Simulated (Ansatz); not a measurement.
This Ansatz 0.2.0 run on In2O3 needs a look.

Contents of input.yaml:

```yaml
crystal:
  lattice:
    - [2.7435, 1.5839604635, 4.8366666667]
    - [-2.7435, 1.5839604635, 4.8366666667]
    - [0.0, -3.167920927, 4.8366666667]
  atoms:
    - { symbol: In, position: [0.85731, 0.85731, 0.85731], spin: 2.0 }
    - { symbol: In, position: [0.64269, 0.64269, 0.64269] }
    - { symbol: In, position: [0.14269, 0.14269, 0.14269] }
    - { symbol: In, position: [0.35731, 0.35731, 0.35731] }
    - { symbol: O, position: [0.048, 0.75, 0.452] }
    - { symbol: O, position: [0.75, 0.452, 0.048] }
    - { symbol: O, position: [0.452, 0.048, 0.75] }
    - { symbol: O, position: [0.952, 0.25, 0.548] }
    - { symbol: O, position: [0.25, 0.548, 0.952] }
    - { symbol: O, position: [0.548, 0.952, 0.25] }
hamiltonian:
  xc: pbe
  pseudopotentials: { kind: paw }
kpoints:
  mp_grid: { grid: [6, 6, 6] }
scf:
  occupations: { method: fermi_dirac, width: 0.05 }
  max_iter: 100
output:
  forces: true
  stress: true
  eigenvalues: true
relax:
  f_tol: 0.01
  max_steps: 40
  cell: { stress_tol: 0.05 }
```

Potentials or basis: Ansatz PAW.

The run is started by

```sh
$ ansatz run input.yaml --threads 4 --pin off --max-ram 11264MiB --backend cpu --events-out ev --progress --plain --runs-dir out
```

Output:

```text
Error: inconsistent input (magnetization.spin_polarized): false but per-atom `spin:`, `per_species`, `initial_magnetization`, `magnetic_field`, or `spin_locking` is set
```

Task: How did it end, and where is the flaw?

Result: The input was rejected before any iteration. The input holds a flaw that was put in on purpose: a moment without spin polarisation (magnetization = left out; crystal.atoms[0].spin = 2).

A sound run on the same cell differs in these lines of the main input:
```diff
@@ -7 +7 @@
-    - { symbol: In, position: [0.85731, 0.85731, 0.85731], spin: 2.0 }
+    - { symbol: In, position: [0.85731, 0.85731, 0.85731] }
@@ -24 +23,0 @@
-  max_iter: 100
```
